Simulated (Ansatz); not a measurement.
Au (bcc)

Level of theory: DFT, PBE, scalar-relativistic, no spin polarisation; plane waves to 420 eV with PAW datasets (Ansatz 0.2.0), 18×18×18 k-mesh, Gaussian smearing of 0.05 eV. The datasets are Ansatz's generated set soft_2.

```cif
data_structure
_symmetry_space_group_name_H-M 'Im-3m'
_symmetry_Int_Tables_number 229
_cell_length_a 3.3013
_cell_length_b 3.3013
_cell_length_c 3.3013
_cell_angle_alpha 90.000
_cell_angle_beta 90.000
_cell_angle_gamma 90.000
_cell_volume 35.98
loop_
_atom_site_label
_atom_site_type_symbol
_atom_site_symmetry_multiplicity
_atom_site_Wyckoff_symbol
_atom_site_fract_x
_atom_site_fract_y
_atom_site_fract_z
_atom_site_occupancy
Au1 Au 2 a 0.00000 0.00000 0.00000 1
```

At room temperature and ambient pressure Au is fcc.

Task: Which orbitals carry the states at the Fermi level, and how many states are there?

Result: Within 0.1 eV of it: Au 6s 56 %, Au 5d 44 % (shares among the projected shells, which hold 76 % of the states there). The density of states at the Fermi level is about 0.29 states/eV per cell, averaged over 0.3 eV.

Density of states (tetrahedra, averaged over 0.3 eV; states/eV per cell of 1 atom; energy in eV from the Fermi level; projections on Löwdin-orthogonalised atomic orbitals, summed over sites):

```csv
E,total,Au 5d,Au 6s
-6.70,0.70,0.37,0.32
-6.40,1.04,0.68,0.35
-6.10,1.43,1.12,0.30
-5.80,1.91,1.68,0.22
-5.50,1.92,1.83,0.09
-5.20,2.78,2.74,0.02
-4.90,2.32,2.26,0.04
-4.60,2.15,2.02,0.10
-4.30,2.19,1.98,0.16
-4.00,1.13,1.02,0.08
-3.70,1.07,0.99,0.06
-3.40,1.80,1.72,0.05
-3.10,2.92,2.86,0.04
-2.80,3.41,3.37,0.02
-2.50,3.58,3.50,0.07
-2.20,1.57,1.46,0.09
-1.90,1.37,1.26,0.09
-1.60,0.94,0.84,0.09
-1.30,0.31,0.20,0.09
-1.00,0.27,0.14,0.10
-0.70,0.27,0.13,0.11
-0.40,0.28,0.11,0.12
-0.10,0.29,0.10,0.12
0.20,0.29,0.09,0.12
0.50,0.29,0.08,0.13
0.80,0.28,0.07,0.12
1.10,0.28,0.06,0.12
1.40,0.27,0.05,0.12
1.70,0.26,0.05,0.12
2.00,0.26,0.04,0.13
2.30,0.26,0.03,0.14
2.60,0.28,0.03,0.17
2.90,0.35,0.03,0.25
3.20,0.23,0.02,0.16
3.50,0.41,0.05,0.28
3.80,0.34,0.03,0.19
4.10,0.32,0.02,0.14
```

With 19 valence electrons in the calculation's cell and no magnetic order, the bands, two electrons each, can't all be full or empty: band theory demands a metal.

Spin–orbit coupling, which matters for such heavy elements, is left out.
